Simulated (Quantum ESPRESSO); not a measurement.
Crystal: Pt.

```
Pt
1.0
     0.00000    1.96090    1.96090
     1.96090    0.00000    1.96090
     1.96090    1.96090    0.00000
Pt
1
Direct
  0.00000 0.00000 0.00000
```

Base run:

```yaml
Program: Quantum ESPRESSO 7.5
Functional: PBE
Potentials_or_basis: PseudoDojo 0.4.1 SR PBE standard
Cutoff: 1143 eV
Density_cutoff: 4572 eV
k_mesh: 12 × 12 × 12
Occupations: fermi-dirac, width 0.05 eV
Spin: no spin polarisation
```

Its results: band gap on the k mesh none (metal or under the smearing width); pressure 9.7 GPa.

Q: The run is repeated on the same cell with these changes: potentials or basis from PseudoDojo 0.4.1 SR PBE standard to PseudoDojo 0.4 FR PBE standard; spin from no spin polarisation to spin-orbit coupling, no magnetisation. What comes out?

A: Band gap on the k mesh none (metal or under the smearing width); pressure 10.5 GPa.

Caveats: spin-orbit coupling is left out, which moves the levels of the heavy elements (some runs).
